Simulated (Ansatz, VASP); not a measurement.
**C in VASP and in Ansatz**

INCAR

```
PREC = Accurate ; ENCUT = 520
EDIFF = 1E-6 ; ISMEAR = -1
SIGMA = 0.05 ; LREAL = F
LASPH = T ; NELM = 60
ALGO = Normal ; ISIF = 2
LWAVE = F ; LCHARG = F
GGA = PE ; NBANDS = 8
```

File KPOINTS:

```
regular mesh
0
Gamma
  6 6 20
```

The input POSCAR:

```
C
1.0
    4.1683054222      0.0000000000      0.0000000000
    0.0000000000      4.1683054222      0.0000000000
    0.0000000000      0.0000000000      1.2561134713
C
1
Direct
    0.5000000000      0.5000000000      0.5000000000
```

The input input.yaml:

```yaml
crystal:
  lattice:
    - [4.1683054222, 0.0, 0.0]
    - [0.0, 4.1683054222, 0.0]
    - [0.0, 0.0, 1.2561134713]
  atoms:
    - { symbol: C, position: [0.5, 0.5, 0.5] }
hamiltonian:
  xc: pbe
  pseudopotentials: { kind: paw, azcp: { folder: soft_1 } }
kpoints:
  mp_grid: { grid: [6, 6, 20] }
scf:
  occupations: { method: fermi_dirac, width: 0.05 }
output:
  forces: true
  stress: true
  eigenvalues: true
```

The cell was built by a generator and needn't be a form met in nature.

Alike in both runs: task single point; functional PBE; k mesh 6 × 6 × 20; occupations fermi-dirac, width 0.05 eV; no spin polarisation.

```csv
,VASP,Ansatz
version,VASP 6.6.1,Ansatz 0.2.0
potentials or method,"VASP PAW PBE potentials, release 64 (C)",Ansatz PAW soft_1
plane-wave cutoff (eV),520,420
valence electrons in the cell,4,4
```

Ansatz gave:

- gap on the k mesh at the Fermi level (eV): none
- pressure (GPa): 6.8
- largest component of the traceless stress (GPa): 14.50

Problem. What did VASP give for the same quantities?

Solution. gap on the k mesh at the Fermi level (eV): none; pressure (GPa): 6.7; largest component of the traceless stress (GPa): 14.33.

A gap of «none» marks a metal or a gap that the smearing closes.
